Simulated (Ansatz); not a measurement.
A plane-wave DFT run in Ansatz 0.2.0 (scalar-relativistic PAW potentials unless the input names others): input and command.

```yaml
crystal:
  lattice:
    - [3.9721001661, 0.0, 0.0]
    - [0.0, 2.8906399385, 2.9160034562]
    - [0.0, -2.8906399385, 2.9160034562]
  atoms:
    - { symbol: Ba, position: [0.0, 0.0117240321, 0.0117240321] }
    - { symbol: Ti, position: [0.5, 0.527939898, 0.527939898] }
    - { symbol: O, position: [0.0, 0.4873472769, 0.4873472769] }
    - { symbol: O, position: [0.5, 0.4933592798, 0.9765095132] }
    - { symbol: O, position: [0.5, 0.9765095132, 0.4933592798] }
basis:
  ecutwfc: 420
kpoints:
  mp_grid: { grid: [8, 8, 8] }
hamiltonian:
  xc: pbe
  pseudopotentials: { kind: paw, source: jth }
scf:
  occupations: { method: gaussian, width: 0.02 }
  mixing: { preconditioner: kerker }
output:
  forces: true
  eigenvalues: true
  stress: true
accuracy: low
```

```bash
ansatz run input.yaml --threads 2 --pin off --max-ram 5120MiB --backend cpu --events-out ev --progress --plain --runs-dir out
```

Abridged log:
```
Warning: basis.ecutwfc = 420 eV is below the records' recommended 1380 eV, and the density's cutoff is lower with it unless basis.ecutrho_ratio is high enough to keep the records' density cutoff: compare with a run at a higher cutoff
Warning: <dir> the checks of this Ba dataset prove no rule for summing its radial tables, as where they were carried onto another mesh than they were made on, and Gregory's rule is taken, under which a leading mesh point left out moves its sums only by what lay on the interval it spanned. ...
Warning: <dir> the checks of this Ti dataset prove no rule for summing its radial tables, as where they were carried onto another mesh than they were made on, and Gregory's rule is taken, under which a leading mesh point left out moves its sums only by what lay on the interval it spanned. ...
Warning: <dir> the checks of this O dataset prove no rule for summing its radial tables, as where they were carried onto another mesh than they were made on, and Gregory's rule is taken, under which a leading mesh point left out moves its sums only by what lay on the interval it spanned. ...
Pseudopotentials: kind: paw
Pseudopotential: Ba, paw, valence charge 10, recommended cutoff 660 eV (normal)
Pseudopotential: Ti, paw, valence charge 12, recommended cutoff 1230 eV (normal)
Pseudopotential: O, paw, valence charge 6, recommended cutoff 1380 eV (normal)
Functional definition: PBE
Crystal: 5 atoms, lattice volume = 66.963 Å³
Basis set: ecut = 420 eV, 1333 PW (Γ), exchange–correlation on 54×60×60 points (8 copies of the dense FFT grid, shifted against one another)
Bands: 25, of which v1, the nominal top of the filled ones, is band 20 counted from 1 (19 counted from 0)
Symmetry: 4 space group operations
Space group: Amm2 (ITA 38), of the structure as read, at distance tolerance 4.1e-5 Å
k-points: 105 of 512 (time reversal used)
Initial density: superposition of atomic densities (chi_scale 0.1, normalization cell, long waves kept (reshape's long-wave potential 0.00 eV rms))
Initial wavefunctions: pseudopotential atomic-orbital guess
Functional: x = pbe(κ = 0.804, μ = 0.21951497), c = pbe(β = 0.06672455)
SCF iter   1: F=—  HF=-10145.437697 eV  |F-HF|=—  |Δ(HF+E_count)|=         —  Δρ=8.72e-2  dr2=6.92e0  ethr=3.10e-3  ⟨swp⟩=6.2  Hψ=14194  notcnv=0
SCF iter   2: F=—  HF=-10143.971575 eV  |F-HF|=—  |Δ(HF+E_count)|=    1.47e0  Δρ=4.45e-2  dr2=1.30e0  ethr=3.10e-3  ⟨swp⟩=3.5  Hψ=6478  notcnv=0  defer=104
SCF iter   3: F=—  HF=-10143.681395 eV  |F-HF|=—  |Δ(HF+E_count)|=   2.90e-1  Δρ=1.76e-2  dr2=3.80e-1  ethr=3.10e-3  ⟨swp⟩=3.1  Hψ=4716  notcnv=0  defer=105
SCF iter   4: F=—  HF=-10143.602161 eV  |F-HF|=—  |Δ(HF+E_count)|=   7.92e-2  Δρ=7.91e-3  dr2=5.81e-2  ethr=9.51e-4  ⟨swp⟩=3.2  Hψ=4206  notcnv=0
automatic band count: iteration 4 solves 24 bands in place of 25: the levels show a gap, and the empty bands left out lie too high to hold charge; the band table lists the bands solved (type scf.n_extra_bands for more)
SCF iter   5: F=—  HF=-10143.589654 eV  |F-HF|=—  |Δ(HF+E_count)|=   1.25e-2  Δρ=4.52e-3  dr2=2.13e-2  ethr=1.45e-4  ⟨swp⟩=3.0  Hψ=5865  notcnv=0
SCF iter   6: F=—  HF=-10143.586118 eV  |F-HF|=—  |Δ(HF+E_count)|=   3.54e-3  Δρ=2.79e-3  dr2=6.23e-3  ethr=5.34e-5  ⟨swp⟩=4.0  Hψ=5231  notcnv=0
SCF iter   7: F=—  HF=-10143.585289 eV  |F-HF|=—  |Δ(HF+E_count)|=   8.29e-4  Δρ=1.36e-3  dr2=1.67e-3  ethr=1.56e-5  ⟨swp⟩=2.2  Hψ=3726  notcnv=0
SCF iter   8: F=—  HF=-10143.585012 eV  |F-HF|=—  |Δ(HF+E_count)|=   2.76e-4  Δρ=1.71e-4  dr2=2.12e-5  ethr=4.17e-6  ⟨swp⟩=2.1  Hψ=3868  notcnv=0
SCF iter   9: F=—  HF=-10143.586118 eV  |F-HF|=—  |Δ(HF+E_count)|=   1.11e-3  Δρ=4.46e-5  dr2=1.87e-6  ethr=5.29e-8  ⟨swp⟩=2.0  Hψ=4303  notcnv=0
SCF iter  10: F=—  HF=-10143.586119 eV  |F-HF|=—  |Δ(HF+E_count)|=   1.05e-6  Δρ=1.44e-5  dr2=2.13e-7  ethr=4.67e-9  ⟨swp⟩=2.1  Hψ=3739  notcnv=0
SCF iter  11: F=-10143.586119 eV  HF=-10143.586119 eV  |F-HF|=3.41e-9  |Δ(HF+E_count)|=   4.62e-8  Δρ=4.07e-6  dr2=1.33e-8  ethr=2.50e-10  ⟨swp⟩=4.6  Hψ=9752  notcnv=0
SCF 1 converged in 11 iterations: F = -10143.586119 eV  dr2 = 1.33e-8
SCF converged after 11 iterations
Free energy (F): -10143.586119 eV
Harris-Foulkes:  -10143.586119 eV  (|F-HF|=3.41e-9)
Internal energy: -10143.586119 eV  (E = F + TS)
E sigma→0 (E₀):  -10143.586119 eV
Fermi energy:    11.078429 eV
--- Forces (eV/Å), atoms counted from 1 ---
  atom   1  Ba     0.00000000     0.00000000    -0.03558773
  atom   2  Ti     0.00000000     0.00000000    -0.05932291
  atom   3  O      0.00000000     0.00000000     0.02248191
  atom   4  O      0.00000000    -0.01230723     0.03588506
  atom   5  O      0.00000000     0.01230723     0.03588506
--- Stress (GPa, compression-positive) ---
        1.059476       0.000000       0.000000
        0.000000       1.163804       0.000000
        0.000000       0.000000       1.110902
  P = ⅓ Tr σ = 1.1114 GPa (11.114 kbar)
```

Apart from outputs, empty bands and the relaxation, which only the reference makes, the input differs from a reference run on usual settings in accuracy: not typed → "low"; scf.mixing.preconditioner: not typed → "kerker"; hamiltonian.pseudopotentials: not typed → {"kind": "paw", "source": "jth"}. The reference, at the same geometry, ended its own course with pressure 0.01 GPa, largest force 0.000 eV/Å, gap on the mesh 2.39 eV. This run converged in 11 SCF iterations with a total energy on another zero, pressure 1.11 GPa, largest force 0.059 eV/Å, gap on the mesh 2.37 eV. Its accuracy level and cutoff are looser than usual. The Hamiltonian differs as well, so the change in the result can't be put down to that alone.

Time: 11 s on 2 threads of Arm Neoverse V1, on a shared host, peak memory 0.42 GiB.